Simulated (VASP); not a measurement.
Here is a VASP 6.6.1 calculation.

File INCAR:

```
PREC = Accurate
ENCUT = 600
EDIFF = 1E-6
ISMEAR = 0
SIGMA = 0.1
LREAL = False
LASPH = True
NELM = 100
ALGO = Normal
ISIF = 3
LWAVE = False
LCHARG = False
GGA = PE
IBRION = 2
NSW = 90
EDIFFG = -0.04
```

File KPOINTS:

```
Automatic mesh
0
Gamma
  10 10 10
```

File POSCAR:

```
Be
1.0
   -1.2485813697      1.2485813697      1.2485813697
    1.2485813697     -1.2485813697      1.2485813697
    1.2485813697      1.2485813697     -1.2485813697
Be
1
Direct
    0.0000000000      0.0000000000      0.0000000000
```

Potentials or basis: VASP PAW PBE potentials, release 64 (Be).

Launch:

```sh
$ cat potpaw_PBE.64/Be/POTCAR > POTCAR
$ mpirun -np 1 vasp_std > vasp.out
```

Task: Predict the band gap on the k mesh.

Result: None (metal or under the smearing width).

Final structure:
```yaml
crystal:
  lattice:
    - [-1.24858, 1.24858, 1.24858]
    - [1.24858, -1.24858, 1.24858]
    - [1.24858, 1.24858, -1.24858]
  atoms:
    - { symbol: Be, position: [0.00000, 0.00000, 0.00000] }
```

Caveat: the relaxation stopped at its first step, so nothing moved.
